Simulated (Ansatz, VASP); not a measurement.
# Cr2CdS4 in two plane-wave programs, part 2 of 2

Wanted: the spread between two codes on one cell, functional and k mesh. The cell is taken from a series of VASP runs on this material, whose earlier steps may have relaxed, scaled or displaced it; both programs get it as it stands. Other levels of theory on this material are compared in a session of their own. Valence electrons are named where the data sets of a main pair hold unlike numbers.

VASP 6.6.1 and Ansatz 0.2.0.

So far. Step 2 (Ansatz: single point, PBEsol, DFT+U): The run ends at a pressure of 3.00 GPa, with forces up to 0.090 eV/Å.

## Step 3: VASP: single point, PBEsol, DFT+U

Level of this step: PBEsol, DFT+U (Cr d 6 eV), spin-polarised from a ferromagnetic start; plane waves and PAW (Cd, Cr_pv, S) (VASP).

The same cell, functional, mesh and smearing now go to VASP, with its own data sets.

Lines of VASP's logs that name or quote its potential files are left out, and so is its time.

INCAR

```
SYSTEM = Cr2CdS4
PREC = Accurate
ENCUT = 400
EDIFF = 1E-06
NELM = 150
ISMEAR = 0
SIGMA = 0.03
LREAL = .FALSE.
ALGO = Normal
GGA = PS
NBANDS = 81
ISPIN = 2
MAGMOM = 0 0 3 3 3 3 0 0 0 0 0 0 0 0
LDAU = .TRUE.
LDAUTYPE = 2
LDAUL = -1 2 -1
LDAUU = 0 6 0
LDAUJ = 0 0 0
LDAUPRINT = 1
LASPH = .TRUE.
LMAXMIX = 4
LORBIT = 11
LWAVE = .FALSE.
LCHARG = .FALSE.
KPAR = 8
```

POSCAR

```
Cr2CdS4
1.0
    0.0000000000      5.1087000000      5.1087000000
    5.1087000000      0.0000000000      5.1087000000
    5.1087000000      5.1087000000      0.0000000000
Cd Cr S
2 4 8
Direct
    0.7500000000      0.7500000000      0.7500000000
    0.5000000000      0.5000000000      0.5000000000
    0.1250000000      0.6250000000      0.1250000000
    0.1250000000      0.1250000000      0.6250000000
    0.6250000000      0.1250000000      0.1250000000
    0.1250000000      0.1250000000      0.1250000000
    0.3607000000      0.3607000000      0.9179000000
    0.8893000000      0.3321000000      0.8893000000
    0.3607000000      0.3607000000      0.3607000000
    0.3321000000      0.8893000000      0.8893000000
    0.3607000000      0.9179000000      0.3607000000
    0.8893000000      0.8893000000      0.3321000000
    0.9179000000      0.3607000000      0.3607000000
    0.8893000000      0.8893000000      0.8893000000
```

KPOINTS

```
Automatic mesh
0
Gamma
4 4 4
0 0 0
```

PAW data sets: Cd, Cr_pv and S (PBE family, release 64).

The run is started by

```sh
mpirun -np 8 vasp_std
```

Numbers of over 12 decimals in the logs are rounded to 6 here.

What it wrote:

```text
[banner, memory and clock lines left out]
running    8 mpi-ranks, on    1 nodes
 distrk:  each k-point on    1 cores,    8 groups
 distr:  one band on    1 cores,    1 groups

 POSCAR found type information on POSCAR CdCrS
 POSCAR found :  3 types and      14 ions
|                                                                             |
|           W    W    AA    RRRRR   N    N  II  N    N   GGGG   !!!           |
|           W    W   A  A   R    R  NN   N  II  NN   N  G    G  !!!           |
|           W    W  A    A  R    R  N N  N  II  N N  N  G       !!!           |
|           W WW W  AAAAAA  RRRRR   N  N N  II  N  N N  G  GGG   !            |
|           WW  WW  A    A  R   R   N   NN  II  N   NN  G    G                |
|           W    W  A    A  R    R  N    N  II  N    N   GGGG   !!!           |
|                                                                             |
|     For optimal performance we recommend to set                             |
|       NCORE = 2 up to number-of-cores-per-socket                            |
|     NCORE specifies how many cores store one orbital (NPAR=cpu/NCORE).      |
|     This setting can greatly improve the performance of VASP for DFT.       |
|     The default, NCORE=1 might be grossly inefficient on modern             |
|     multi-core architectures or massively parallel machines. Do your        |
|     Unfortunately you need to use the default for GW and RPA                |
|     calculations (for HF NCORE is supported but not extensively tested      |
|     yet).                                                                   |
|                                                                             |

|                                                                             |
|               ----> ADVICE to this user running VASP <----                  |
|                                                                             |
|     You enforced a specific xc type in the INCAR file but a different       |
|     [... a line on the potential file left out ...]
|     I HOPE YOU KNOW WHAT YOU ARE DOING!                                     |
|                                                                             |

 LDA part: xc-table for (Slater+PW92), standard interpolation
 POSCAR, INCAR and KPOINTS ok, starting setup
 FFT: planning ... GRIDC
 FFT: planning ... GRID_SOFT
 FFT: planning ... GRID
 WAVECAR not read
 entering main loop
       N       E                     dE             d eps       ncg     rms          rms(c)
DAV:   1     0.109831965617E+04    0.10983E+04   -0.53055E+04  2896   0.120E+03
DAV:   2     0.305598856607E+02   -0.10678E+04   -0.10119E+04  2760   0.363E+02
DAV:   3    -0.710096654598E+02   -0.10157E+03   -0.99452E+02  3192   0.114E+02
DAV:   4    -0.742132654405E+02   -0.32036E+01   -0.31912E+01  3048   0.197E+01
DAV:   5    -0.743010699412E+02   -0.87805E-01   -0.87776E-01  3391   0.327E+00    0.308E+01
DAV:   6    -0.745438184308E+02   -0.24275E+00   -0.94577E+01  3156   0.490E+01    0.282E+01
DAV:   7    -0.736308189695E+02    0.91300E+00   -0.19648E+01  3111   0.304E+01    0.146E+01
DAV:   8    -0.740025035795E+02   -0.37168E+00   -0.20527E+00  3013   0.496E+00    0.760E+00
DAV:   9    -0.740606085246E+02   -0.58105E-01   -0.31621E-01  3164   0.367E+00    0.134E+00
DAV:  10    -0.740799919735E+02   -0.19383E-01   -0.99471E-02  3022   0.117E+00    0.724E-01
DAV:  11    -0.740825903507E+02   -0.25984E-02   -0.65197E-03  3221   0.315E-01    0.397E-01
DAV:  12    -0.740835042873E+02   -0.91394E-03   -0.19940E-03  3316   0.244E-01    0.204E-01
DAV:  13    -0.740838210982E+02   -0.31681E-03   -0.73051E-04  3143   0.133E-01    0.106E-01
DAV:  14    -0.740839514187E+02   -0.13032E-03   -0.23062E-04  3182   0.529E-02    0.492E-02
DAV:  15    -0.740839860398E+02   -0.34621E-04   -0.32294E-05  3309   0.260E-02    0.211E-02
DAV:  16    -0.740839892732E+02   -0.32334E-05   -0.91475E-06  2926   0.109E-02    0.117E-02
DAV:  17    -0.740839902408E+02   -0.96755E-06   -0.10006E-06  2139   0.709E-03
   1 F= -.74083990E+02 E0= -.74083990E+02  d E =-.424661E-29  mag=    12.0000
```

From OUTCAR (step 3):

```text
ion  position               nearest neighbor table
   1  0.750  0.750  0.750-  14 2.47  10 2.47  12 2.47   8 2.47
   2  0.500  0.500  0.500-   9 2.47   7 2.47  11 2.47  13 2.47
   3  0.125  0.625  0.125-   7 2.42  10 2.42  12 2.42  13 2.42   9 2.42  14 2.42
   4  0.125  0.125  0.625-   8 2.42  10 2.42  11 2.42  13 2.42   9 2.42  14 2.42
   5  0.625  0.125  0.125-   7 2.42   8 2.42  11 2.42  12 2.42   9 2.42  14 2.42
   6  0.125  0.125  0.125-   7 2.42   8 2.42  10 2.42  11 2.42  12 2.42  13 2.42
   7  0.361  0.361  0.918-   3 2.42   5 2.42   6 2.42   2 2.47
   8  0.889  0.332  0.889-   4 2.42   5 2.42   6 2.42   1 2.47
   9  0.361  0.361  0.361-   3 2.42   4 2.42   5 2.42   2 2.47
  10  0.332  0.889  0.889-   3 2.42   4 2.42   6 2.42   1 2.47
  11  0.361  0.918  0.361-   4 2.42   5 2.42   6 2.42   2 2.47
  12  0.889  0.889  0.332-   3 2.42   5 2.42   6 2.42   1 2.47
  13  0.918  0.361  0.361-   3 2.42   4 2.42   6 2.42   2 2.47
  14  0.889  0.889  0.889-   3 2.42   4 2.42   5 2.42   1 2.47

  LATTYP: Found a face centered cubic cell.
 ALAT       =    10.2174000000

 Subroutine GETGRP returns: Found 48 space group operations
 (whereof 24 operations were pure point group operations)

The static configuration has the point symmetry T_d .
 The point group associated with its full space group is O_h .

 Found      8 irreducible k-points:

   k-points           NKPTS =      8   k-points in BZ     NKDIM =      8   number of bands    NBANDS=     81

   dimension x,y,z NGX =    48 NGY =   48 NGZ =   48
   dimension x,y,z NGXF=    96 NGYF=   96 NGZF=   96

   ENCUT  =  400.0 eV  29.40 Ry    5.42 a.u.  11.78 11.78 11.78*2*pi/ulx,y,z

   NELECT =     120.0000    total number of electrons

 k-points in reciprocal lattice and weights: Automatic mesh
   0.00000000  0.00000000  0.00000000       0.016
   0.25000000  0.00000000  0.00000000       0.125
   0.50000000  0.00000000  0.00000000       0.062
   0.25000000  0.25000000  0.00000000       0.094
   0.50000000  0.25000000  0.00000000       0.375
  -0.25000000  0.25000000  0.00000000       0.188
   0.50000000  0.50000000  0.00000000       0.047
  -0.25000000  0.50000000  0.25000000       0.094

atom =   3  type =  2  l = 2

 onsite density matrix

spin component  1

  0.9290 -0.0024  0.0004  0.0024  0.0000
 -0.0024  0.9290 -0.0002  0.0024  0.0004
  0.0004 -0.0002  0.4123  0.0002 -0.0000
  0.0024  0.0024  0.0002  0.9290  0.0004
  0.0000  0.0004 -0.0000  0.0004  0.4123

spin component  2

  0.0243  0.0007  0.0051 -0.0007 -0.0000
  0.0007  0.0243 -0.0026 -0.0007  0.0044
  0.0051 -0.0026  0.1639  0.0026  0.0000
 -0.0007 -0.0007  0.0026  0.0243  0.0044
 -0.0000  0.0044  0.0000  0.0044  0.1639

 occupancies and eigenvectors

  o =  0.0233  v =  0.0000  0.0000  0.0000  0.0000  0.0000  0.7705 -0.6170 -0.0422  0.1535  0.0146      0.0000  0.0000  0.0000  0.0000  0.0000  0.0000  0.0000  0.0000  0.0000  0.0000
  o =  0.0233  v =  0.0000  0.0000  0.0000  0.0000  0.0000 -0.2676 -0.5335  0.0146 -0.8011  0.0422      0.0000  0.0000  0.0000  0.0000  0.0000  0.0000  0.0000  0.0000  0.0000  0.0000
  o =  0.0257  v =  0.0000  0.0000  0.0000  0.0000  0.0000  0.5774  0.5774  0.0000 -0.5774  0.0000      0.0000  0.0000  0.0000  0.0000  0.0000  0.0000  0.0000  0.0000  0.0000  0.0000
  o =  0.1642  v =  0.0000  0.0000  0.0000  0.0000  0.0000 -0.0364  0.0189 -0.9988 -0.0176  0.0211      0.0000  0.0000  0.0000  0.0000  0.0000  0.0000  0.0000  0.0000  0.0000  0.0000
  o =  0.1642  v =  0.0000  0.0000  0.0000  0.0000  0.0000  0.0008  0.0312  0.0211  0.0319  0.9988      0.0000  0.0000  0.0000  0.0000  0.0000  0.0000  0.0000  0.0000  0.0000  0.0000
  o =  0.4123  v = -0.0001 -0.0007  0.0925 -0.0008  0.9957  0.0000  0.0000  0.0000  0.0000  0.0000      0.0000  0.0000  0.0000  0.0000  0.0000  0.0000  0.0000  0.0000  0.0000  0.0000
  o =  0.4123  v = -0.0009  0.0005  0.9957 -0.0004 -0.0925  0.0000  0.0000  0.0000  0.0000  0.0000      0.0000  0.0000  0.0000  0.0000  0.0000  0.0000  0.0000  0.0000  0.0000  0.0000
  o =  0.9241  v =  0.5774  0.5774 -0.0000 -0.5774 -0.0000  0.0000  0.0000  0.0000  0.0000  0.0000      0.0000  0.0000  0.0000  0.0000  0.0000  0.0000  0.0000  0.0000  0.0000  0.0000
  o =  0.9314  v = -0.2353 -0.5595 -0.0003 -0.7947 -0.0010  0.0000  0.0000  0.0000  0.0000  0.0000      0.0000  0.0000  0.0000  0.0000  0.0000  0.0000  0.0000  0.0000  0.0000  0.0000
  o =  0.9314  v = -0.7819  0.5947 -0.0010 -0.1872  0.0003  0.0000  0.0000  0.0000  0.0000  0.0000      0.0000  0.0000  0.0000  0.0000  0.0000  0.0000  0.0000  0.0000  0.0000  0.0000

atom =   4  type =  2  l = 2

 onsite density matrix

spin component  1

  0.9290  0.0024 -0.0004  0.0024 -0.0000
  0.0024  0.9290 -0.0002 -0.0024  0.0004
 -0.0004 -0.0002  0.4123 -0.0002  0.0000
  0.0024 -0.0024 -0.0002  0.9290 -0.0004
 -0.0000  0.0004  0.0000 -0.0004  0.4123

spin component  2

  0.0243 -0.0007 -0.0051 -0.0007  0.0000
 -0.0007  0.0243 -0.0026  0.0007  0.0044
 -0.0051 -0.0026  0.1639 -0.0026 -0.0000
 -0.0007  0.0007 -0.0026  0.0243 -0.0044
[...]
o =  0.9314  v = -0.7733  0.1596  0.0010  0.6136  0.0003  0.0000  0.0000  0.0000  0.0000  0.0000      0.0000  0.0000  0.0000  0.0000  0.0000  0.0000  0.0000  0.0000  0.0000  0.0000

 average (electrostatic) potential at core
       1 -36.4775       2 -36.4775       3 -71.7415       4 -71.7415       5 -71.7415
       6 -71.7415       7 -86.3843       8 -86.3843       9 -86.3843      10 -86.3843
      11 -86.3843      12 -86.3843      13 -86.3843      14 -86.3843

 E-fermi :   4.6344

 spin component 1
 k-point     1 :       0.0000    0.0000    0.0000
  band No.  band energies     occupation
    ...
     62       2.8430      1.00000
     63       2.8430      1.00000
     64       4.4025      1.00000
     65       4.4025      1.00000
     66       4.4025      1.00000
     67       6.8178      0.00000
     68       6.8178      0.00000
     69       6.8180      0.00000
     70       6.9648      0.00000
     71       6.9649      0.00000
    ...

 k-point     2 :       0.2500    0.0000    0.0000
  band No.  band energies     occupation
    ...
     62       2.9797      1.00000
     63       2.9857      1.00000
     64       3.5120      1.00000
     65       4.3009      1.00000
     66       4.3009      1.00000
     67       6.1941      0.00000
     68       6.4840      0.00000
     69       6.4841      0.00000
     70       6.6248      0.00000
     71       6.6249      0.00000
    ...

 k-point     3 :       0.5000    0.0000    0.0000
  band No.  band energies     occupation
    ...
     62       3.1271      1.00000
     63       3.4983      1.00000
     64       3.4983      1.00000
     65       3.9444      1.00000
     66       3.9444      1.00000
     67       5.9385      0.00000
     68       6.2032      0.00000
     69       6.2033      0.00000
     70       6.3716      0.00000
     71       6.3718      0.00000
    ...

 k-point     4 :       0.2500    0.2500    0.0000
  band No.  band energies     occupation
    ...
     62       2.9829      1.00000
     63       2.9829      1.00000
     64       3.4602      1.00000
     65       4.1726      1.00000
     66       4.1726      1.00000
     67       5.8848      0.00000
     68       6.2460      0.00000
     69       6.2750      0.00000
     70       6.2750      0.00000
     71       6.7999      0.00000
    ...

 k-point     5 :       0.5000    0.2500    0.0000
  band No.  band energies     occupation
    ...
     62       2.8616      1.00000
     63       3.2462      1.00000
     64       3.3646      1.00000
     65       3.7461      1.00000
     66       3.8868      1.00000
     67       5.7871      0.00000
     68       5.8915      0.00000
     69       5.9893      0.00000
     70       6.2039      0.00000
     71       6.4240      0.00000
    ...

 k-point     6 :      -0.2500    0.2500    0.0000
  band No.  band energies     occupation
    ...
     62       2.9092      1.00000
     63       2.9592      1.00000
     64       3.3631      1.00000
     65       3.9523      1.00000
     66       4.0076      1.00000
     67       6.0195      0.00000
     68       6.2273      0.00000
     69       6.2570      0.00000
     70       6.3006      0.00000
     71       6.3816      0.00000
    ...

  Total        5.0212884      5.0212884      5.0212884     -0.0000000     -0.0000000      0.0000000
  in kB       30.1692528     30.1692528     30.1692528     -0.0000000     -0.0000000      0.0000000
  external PRESSURE =      30.1692528 kB  Pullay stress =       0.0000000 kB

  energy-cutoff  :      400.00
  volume of cell :      266.66
      direct lattice vectors                 reciprocal lattice vectors
     0.000000000  5.108700000  5.108700000    -0.097872257  0.097872257  0.097872257
     5.108700000  0.000000000  5.108700000     0.097872257 -0.097872257  0.097872257
     5.108700000  5.108700000  0.000000000     0.097872257  0.097872257 -0.097872257

 POSITION                                       TOTAL-FORCE (eV/Angst)
 -----------------------------------------------------------------------------------
      7.66305      7.66305      7.66305         0.000000      0.000000      0.000000
      5.10870      5.10870      5.10870         0.000000      0.000000      0.000000
      3.83152      1.27717      3.83152         0.000000      0.000000      0.000000
      3.83152      3.83152      1.27717         0.000000      0.000000      0.000000
      1.27717      3.83152      3.83152         0.000000      0.000000      0.000000
      1.27717      1.27717      1.27717         0.000000      0.000000      0.000000
      6.53198      6.53198      3.68542        -0.103022     -0.103022      0.103022
      6.23977      9.08633      6.23977         0.103022     -0.103022      0.103022
      3.68542      3.68542      3.68542         0.103022      0.103022      0.103022
      9.08633      6.23977      6.23977        -0.103022      0.103022      0.103022
      6.53198      3.68542      6.53198        -0.103022      0.103022     -0.103022
      6.23977      6.23977      9.08633         0.103022      0.103022     -0.103022
      3.68542      6.53198      6.53198         0.103022     -0.103022     -0.103022
      9.08633      9.08633      9.08633        -0.103022     -0.103022     -0.103022
 -----------------------------------------------------------------------------------
    total drift:                                0.000000      0.000000      0.000000

  FREE ENERGIE OF THE ION-ELECTRON SYSTEM (eV)
  ---------------------------------------------------
  free  energy   TOTEN  =       -74.0839902408 eV

  energy  without entropy=      -74.0839902408  energy(sigma->0) =      -74.08399024

 total charge
# of ion       s       p       d       tot
------------------------------------------
    1        0.446   0.373   9.548  10.367
    2        0.446   0.373   9.548  10.367
    3        0.289   6.297   3.987  10.573
    4        0.289   6.297   3.987  10.573
    5        0.289   6.297   3.987  10.573
    6        0.289   6.297   3.987  10.573
    7        1.319   2.429   0.000   3.747
    8        1.319   2.429   0.000   3.747
    9        1.319   2.429   0.000   3.747
   10        1.319   2.429   0.000   3.747
   11        1.319   2.429   0.000   3.747
   12        1.319   2.429   0.000   3.747
   13        1.319   2.429   0.000   3.747
   14        1.319   2.429   0.000   3.747
--------------------------------------------------
tot         12.597  45.362  35.047  93.005

 magnetization (x)
# of ion       s       p       d       tot
------------------------------------------
    1        0.004   0.005  -0.010  -0.002
    2        0.004   0.005  -0.010  -0.002
    3        0.037   0.044   3.201   3.281
    4        0.037   0.044   3.201   3.281
    5        0.037   0.044   3.201   3.281
    6        0.037   0.044   3.201   3.281
    7       -0.011  -0.146   0.000  -0.158
    8       -0.011  -0.146   0.000  -0.158
    9       -0.011  -0.146   0.000  -0.158
   10       -0.011  -0.146   0.000  -0.158
   11       -0.011  -0.146   0.000  -0.158
   12       -0.011  -0.146   0.000  -0.158
   13       -0.011  -0.146   0.000  -0.158
   14       -0.011  -0.146   0.000  -0.158
--------------------------------------------------
tot          0.064  -0.987  12.783  11.860

[... 6 further parts left out ...]
```

The run ends at a pressure of 3.02 GPa, with forces up to 0.18 eV/Å.

## Step 4: Side by side

Known differences besides the potentials themselves: U acts on the PAW sphere in VASP and on atomic orbitals in Ansatz, so only states and trends compare; the data sets hold 144 valence electrons in Ansatz (on its default PAW (the set named soft_2) files) and 120 in VASP; the cutoff is 420 eV in Ansatz and 400 eV in VASP; Ansatz makes its cores anew for this functional, VASP keeps those of its PBE data sets; site moments are counted in spheres of each program's own size. Total energies have different zeros and are not compared.

Both answers:

```
              quantity  Ansatz   VASP  difference
        pressure (GPa)    3.00   3.02       -0.01
gap on the k mesh (eV)   0.626  1.129      -0.504
     total moment (μB)   12.00  12.00        0.00
    moment on Cr4 (μB)    3.15   3.28       -0.13
    moment on Cr3 (μB)    3.15   3.28       -0.13
    moment on Cr6 (μB)    3.15   3.28       -0.13
    moment on Cr5 (μB)    3.15   3.28       -0.13
     moment on S7 (μB)   -0.23  -0.16       -0.07
     moment on S8 (μB)   -0.23  -0.16       -0.07
    moment on S10 (μB)   -0.23  -0.16       -0.07
     moment on S9 (μB)   -0.23  -0.16       -0.07
```

Forces on 7 of the 14 atoms, those with the largest forces and the largest differences (eV/Å; atoms numbered as in POSCAR):

```
atom          Ansatz x, y, z            VASP x, y, z
  S7   -0.052, -0.052, 0.052   -0.103, -0.103, 0.103
  S8    0.052, -0.052, 0.052    0.103, -0.103, 0.103
 S10    -0.052, 0.052, 0.052    -0.103, 0.103, 0.103
 S11   -0.052, 0.052, -0.052   -0.103, 0.103, -0.103
 S12    0.052, 0.052, -0.052    0.103, 0.103, -0.103
 S13   0.052, -0.052, -0.052   0.103, -0.103, -0.103
 S14  -0.052, -0.052, -0.052  -0.103, -0.103, -0.103
```

The forces differ by 38 meV/Å r.m.s., which is 49.4 % of the r.m.s. force of 0.078 eV/Å (both taken over all components). A gap on the mesh is an upper bound, since the band edges may lie between its points. Ansatz's pressure holds a Pulay correction of 0.03 GPa; VASP's holds none.

## Step 5: Summary of results

| Property | Result |
| --- | --- |
| r.m.s. force difference (single point, PBEsol, DFT+U) | 38 meV/Å |
| difference in gap on the k mesh (single point, PBEsol, DFT+U) | -0.50 eV |

What this shows: The difference in gap on the k mesh is -0.50 eV (single point, PBEsol, DFT+U). The data sets hold unlike numbers of valence electrons (144 in Ansatz and 120 in VASP), so part of the differences comes from the potentials. 12 further runs of this series are not shown here. How closely two codes agree says nothing of how well the functional describes the real material.

[Lines on the potential files, build, host, timing and source positions are cut from VASP's logs without a mark.]

[Logs are printed without paths, hosts, clocks, repeated set-up lines and the standing remarks that a program may print on its own settings, such as how far it seeks lower states.]

[Hosts, paths, dates, database ids (printed as entryN), source tags and the programs' standing remarks are cut or masked in the printed files.]
